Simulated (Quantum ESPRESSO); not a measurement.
**WC: phonons with RPBE**

Crystal: WC.

```
W C
1.0
     0.00000    2.19268    2.19268
     2.19268    0.00000    2.19268
     2.19268    2.19268    0.00000
W C
1 1
Direct
  0.00000 0.00000 0.00000
  0.50000 0.50000 0.50000
```

Measurements of this composition are mostly on another form, of space group No. 187.

```json
{
  "Program": "Quantum ESPRESSO 7.5",
  "Task": "phonons",
  "Functional": "RPBE",
  "Potentials or basis": "GBRV 1.5 PBE",
  "Cutoff": "762 eV",
  "Density cutoff": "6095 eV",
  "k mesh": "10 × 10 × 10",
  "Occupations": "cold, width 0.2 eV",
  "Spin": "no spin polarisation",
  "Mixing beta": "0.5",
  "Most SCF iterations": "120",
  "SCF threshold": "4e-10 Ry"
}
```

The relaxed volume is 10.61 Å³/atom, the relaxed cell is a = 3.107 Å, b = 3.107 Å, c = 3.107 Å, α = 60.00°, β = 60.00°, γ = 60.00° and the space group after relaxing (to 0.05 Å) is Fm-3m (No. 225). The pressure after relaxing is 0.0 GPa, the band gap on the k mesh is none (metal or under the smearing width) and the highest phonon frequency at Γ is 416 cm⁻¹.

The path:
| step | energy change (eV) | largest force (eV/Å) | pressure (GPa) | volume (Å³) |
| --- | --- | --- | --- | --- |
| 1 | 0.0000 | 0.0000 | 2.23 | 21.08 |
| 2 | -0.0003 | 0.0000 | -1.84 | 21.32 |
| 3 | -0.0009 | 0.0000 | -0.02 | 21.22 |
| 4 | -0.0009 | 0.0000 | 0.02 | 21.21 |

Final structure:
```
W C
1.0
     0.00000    2.19715    2.19715
     2.19715    0.00000    2.19715
     2.19715    2.19715    0.00000
W C
1 1
Cartesian
  0.0000 0.0000 0.0000
  2.1972 2.1972 2.1972
```

Levels at points of the mesh, in eV from the Fermi level:
| k point | band 5 | band 6 | band 7 | band 8 | band 9 | band 10 | band 11 | band 12 | band 13 | band 14 |
| --- | --- | --- | --- | --- | --- | --- | --- | --- | --- | --- |
| (0.00, 0.00, 0.00) | -15.82 | -2.76 | -2.76 | -2.76 | -1.12 | -1.12 | -1.12 | -0.99 | -0.99 | 6.35 |
| (0.00, 0.00, -0.50) | -11.27 | -9.79 | -6.59 | -6.59 | 0.99 | 0.99 | 2.25 | 4.86 | 8.63 | 8.63 |
| (0.00, -0.50, -0.50) | -13.59 | -5.75 | -5.66 | -2.56 | -2.56 | 0.81 | 2.20 | 2.20 | 5.34 | 7.14 |

Phonon frequencies in cm⁻¹ (negative: imaginary):
```tsv
q point	frequencies
(0.000, 0.000, 0.000)	-1 -1 -1 416 416 416
```

Optical modes at Γ, degenerate ones joined:
```csv
cm⁻¹,components,symmetry,active in
416,3,T1u,IR
```

Wall time 84 s on 4 MPI ranks on Arm Neoverse V2 (shared host), peak memory 0.52 GiB a rank.

Caveat: the potentials were made for another functional, which shifts forces and pressure. Spin-orbit coupling is left out, which matters for the levels of W.
